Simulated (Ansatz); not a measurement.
# Relaxing MnO in the rocksalt type

First guess:

```yaml
crystal:
  lattice:
    - [0.00000, 2.23228, 2.23228]
    - [2.23228, 0.00000, 2.23228]
    - [2.23228, 2.23228, 0.00000]
  atoms:
    - { symbol: Mn, position: [0.00000, 0.00000, 0.00000] }
    - { symbol: O, position: [0.50000, 0.50000, 0.50000] }
```

All numbers below come from DFT, PBE, PAW with Ansatz's default frozen-core files, scalar-relativistic (Ansatz 0.2.0).

Cell and atoms relax within the symmetry of the start on a 13×13×13 k mesh with 0.05 eV Fermi–Dirac smearing, from parallel moments.

The start is built from a prototype, known or not as a phase of this compound; the cutoff is 420 eV.

Semilocal functionals without U often leave such compounds metallic or with too small a gap, and the real magnetic order may differ.

The magnetic state is the one reached from parallel moments; other orders may lie lower.

Question: What is the pressure of the first guess?

Answer: -1.59 GPa.

Question: What does it relax to?

Answer: a = 4.439 Å, b = 4.439 Å, c = 4.439 Å, α = 90.00°, β = 90.00°, γ = 90.00° (conventional cell), 10.94 Å³ per atom:
```
CELL_PARAMETERS angstrom
0.00000 2.21971 2.21971
2.21971 0.00000 2.21971
2.21971 2.21971 0.00000
ATOMIC_POSITIONS crystal
Mn 0.00000 0.00000 0.00000
O 0.50000 0.50000 0.50000
```

Question: How much energy does the relaxation release?

Answer: 1 meV/atom.

Question: What moment does the relaxed primitive cell (2 atoms) carry?

Answer: 4.74 μB.
